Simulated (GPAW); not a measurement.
**How the form of the self-energy moves the gap of BAs (F-43m)**

Wanted: the gap of BAs (F-43m) under several approximations, with cost.

Program: GPAW 26.7.0. Level of theory: PBE and many-body steps on it, plane waves. Results are calculated unless marked as measured.

**The experiments to reproduce.**

- Gap 4.12 eV: direct gap from square of absorption coefficient, average of two samples; spectroscopic ellipsometry; 300 K; bulk crystal (CVT-grown opaque bulk crystals) (“Optical properties of cubic boron arsenide”, 2019, arxiv:1911.04914).

- Gap 1.82 eV: indirect gap from Tauc plot of optical absorption; UV-visible absorption, indirect Tauc plot; 300 K; bulk crystal (three thin as-grown single crystals with the same absorption edge) (“Photoluminescence mapping and time-domain thermo-photoluminescence for rapid imaging and measurement of thermal conductivity of boron arsenide”, 2019, arxiv:1910.07149).

- Gap 2.02 eV: indirect gap from square root of absorption coefficient, average of three samples; transmission and reflection spectroscopy; 300 K; bulk crystal (CVT-grown platelets about 10 um thick) (“Optical properties of cubic boron arsenide”, 2019, arxiv:1911.04914).

This is a report of a sequence of runs, with most program output left out.

## (1) Starting point

It takes space group F-43m (No. 216, cubic). Conventional cell: a = 4.777 Å, b = 4.777 Å, c = 4.777 Å, α = 90.00°, β = 90.00°, γ = 90.00°. Nearest to B lie 4 As at 2.07 Å. As has 4 B at 2.07 Å nearest. Farther neighbours are not listed.

Coordinates:

```cif
data_structure
_symmetry_space_group_name_H-M 'P 1'
_symmetry_Int_Tables_number 1
_cell_length_a 3.3778
_cell_length_b 3.3778
_cell_length_c 3.3778
_cell_angle_alpha 60.000
_cell_angle_beta 60.000
_cell_angle_gamma 60.000
_cell_volume 27.25
loop_
_atom_site_label
_atom_site_type_symbol
_atom_site_fract_x
_atom_site_fract_y
_atom_site_fract_z
_atom_site_occupancy
B1 B 0.00000 0.00000 0.00000 1
As2 As 0.25000 0.25000 0.25000 1
```

The cell and positions come from the Crystallography Open Database and are kept as given unless a step says otherwise.

## (2) Empty states on the mesh, 6×6×6 mesh, 153 bands

This step: GPAW 26.7.0; DFT, PBE, plane waves, PAW.

The sums over transitions need many empty states on a uniform mesh; this step solves for them.

The input, run.py:

```python
import json
import numpy as np
from gpaw.mpi import world
from gpaw import GPAW

calc = GPAW('gs.gpw').fixed_density(kpts={'size': (6, 6, 6), 'gamma': True},
    parallel={'domain': 1, 'band': 1},
    txt='nscf.txt')
calc.diagonalize_full_hamiltonian(nbands=153)
calc.write('full.gpw', mode='all')
res = {}
kpts = calc.get_ibz_k_points()
res['kpts'] = kpts
res['eigenvalues'] = [calc.get_eigenvalues(kpt=k) for k in range(len(kpts))]
res['n_electrons'] = calc.get_number_of_electrons()

if world.rank == 0:
    with open('result.json', 'w') as f:
        json.dump(res, f, default=lambda x: x.tolist())
```

Command:

```sh
mpirun -n 8 gpaw python run.py
```

The job ended after 8.8 s (8 MPI ranks of Intel Xeon Platinum 8259CL at 2.50GHz (Skylake/Cascade Lake), shared host; peak memory 1.9 GiB; 67 s of CPU time).

Numbers from this step:

* gap: 1.284 eV
* k of the valence top: 0, 0, 0
* k of the conduction bottom: 0.3333, 0.3333, 0
* least direct gap: 3.293 eV
* k points computed: 16
* lowest point of the top converged band, above the valence top: 161.0015 eV

On this mesh the gap is 1.284 eV.

## (3) G0W0, Godby-Needs plasmon pole

G0W0 replaces the xc potential by the self-energy, built once from these orbitals. Only a window of levels is corrected, while the sums run over the empty bands that the input names.

This step: G0W0 with a vertex from the rALDA kernel on PBE, plane waves, PAW.

The input, run.py:

```python
import json
import numpy as np
from gpaw.mpi import world
from gpaw.response.g0w0 import G0W0

gw = G0W0('full.gpw',
    filename='gw',
    kpts=[0, 5],
    bands=(2, 6),
    ecut=175,
    nbands=143,
    integrate_gamma='WS',
    ppa=True,
    xc='rALDA',
    fxc_mode=None,
    fxc_modes=['GWP', 'GWS', 'GWG'],
    do_GW_too=True)
gw.calculate()
res = {mode: {k: v for k, v in r.items() if k != 'sigma_eskwn'}
       for mode, r in gw.all_results.items()}

if world.rank == 0:
    with open('result.json', 'w') as f:
        json.dump(res, f, default=lambda x: x.tolist())
```

Command:

```sh
mpirun -n 8 gpaw python run.py
```

Run time: 5.4 min. Hardware: 8 MPI ranks; peak memory 4.1 GiB.

This step gave:

| Item | Value |
| --- | --- |
| gap with the vertex in the polarisability | 1.854 eV |
| gap with the vertex in the self-energy | 1.981 eV |
| gap with the vertex in both | 1.930 eV |
| G0W0 gap on the points computed | 1.906 eV |
| least direct G0W0 gap on the computed points | 4.146 eV |
| Z at the valence top | 0.8007 |
| Z at the conduction bottom | 0.8100 |
| starting gap on the mesh | 1.284 eV |
| k of the valence top | 0, 0, 0 |
| k of the conduction bottom | 0.3333, 0.3333, 0 |

The gap on the mesh goes from 1.28 eV to 1.91 eV, a correction of +0.62 eV.

## (4) G0W0 with rALDA vertex

Changes to run.py since step 3:

```diff
@@ -9,4 +9,4 @@
     bands=(2, 6),
-    ecut=175,
-    nbands=143,
+    ecut=105,
+    nbands=66,
     integrate_gamma='WS',
@@ -14,5 +14,3 @@
     xc='rALDA',
-    fxc_mode=None,
-    fxc_modes=['GWP', 'GWS', 'GWG'],
-    do_GW_too=True)
+    fxc_mode='GWG')
 gw.calculate()
```

Command:

```sh
mpirun -n 8 gpaw python run.py
```

It took 46 s on 8 MPI ranks; peak memory 3 GiB.

Numbers from this step:

- quasiparticle gap on the points computed: 1.895 eV
- least direct quasiparticle gap on the computed points: 4.129 eV
- Z at the valence top: 0.8081
- Z at the conduction bottom: 0.8191
- starting gap on the mesh: 1.284 eV
- k of the valence top: 0, 0, 0
- k of the conduction bottom: 0.3333, 0.3333, 0

Against G0W0 in GPAW (6×6×6 mesh, 143 bands, screening to 175 eV, Godby-Needs plasmon pole), the gap moves by −0.011 eV.

## (5) Side by side

Times are wall times on 8 MPI ranks of Intel Xeon Platinum 8259CL at 2.50GHz (Skylake/Cascade Lake), shared host, good to a factor of about two.

```tsv
run	mesh	bands	screening cutoff (eV)	DFT gap (eV)	gap on the mesh (eV)	direct (eV)	time
G0W0, Godby-Needs plasmon pole	6×6×6	143	175	1.284	1.906	4.146	5.4 min
G0W0 with rALDA vertex	6×6×6	66	105	1.284	1.895	4.129	46 s
```

## (6) Results

| Item | Value |
| --- | --- |
| G0W0, Godby-Needs plasmon pole | 1.906 eV |
| G0W0 with rALDA vertex | 1.895 eV |
| known limits | not at the basis limit; no spin-orbit coupling |

G0W0 with rALDA vertex: −0.011 eV against G0W0, Godby-Needs plasmon pole, at other bands or cutoff, so not like for like. With the rALDA kernel as a vertex the gap is 1.85 eV (in the polarisability), 1.98 eV (in the self-energy) and 1.93 eV (in both), against 1.91 eV without. Against experiment, by G0W0, Godby-Needs plasmon pole: the direct gap of 4.15 eV lies +0.03 eV from the measured 4.12 eV (direct, 300 K, 2019); the gap of 1.91 eV lies +0.09 eV from the measured 1.82 eV (indirect, 300 K, 2019); the gap of 1.91 eV lies −0.11 eV from the measured 2.02 eV (indirect, 300 K, 2019). An exciton line or allowed optical edge lies below the quasiparticle gap by the binding energy; a forbidden edge can push the onset above it. These are gaps on the mesh, at modest bands and cutoff. The calculation has static nuclei and no excitons; a measured gap holds zero-point and thermal motion, which mostly lowers it. Bands and cutoff are finite, so the gap is not at the basis limit. The miss can reach some tenths of an eV and take either sign; the mesh is an error of its own. These stock PAW sets were not made for GW; the filled d or f shell of As lies in the frozen core, which bears on start and correction. In the G0W0 runs levels were corrected at 2 k points alone, so a gap called «on the mesh» is the least over those, and an edge elsewhere would be missed. The many-body steps are scalar-relativistic: spin-orbit coupling is not in them.

[Paths, hosts, dates, memory and timing lines, banners, echoed tables and standing remarks are left out of the program output.]

[Logs are printed without paths, hosts, clocks, repeated set-up lines and the standing remarks that a program may print on its own settings, such as how far it seeks lower states.]

[Runs of the session that timed out or met a known fault of the program may be left out.]

[Hosts, paths, dates, database ids (printed as entryN), source tags and the programs' standing remarks are cut or masked in the printed files.]
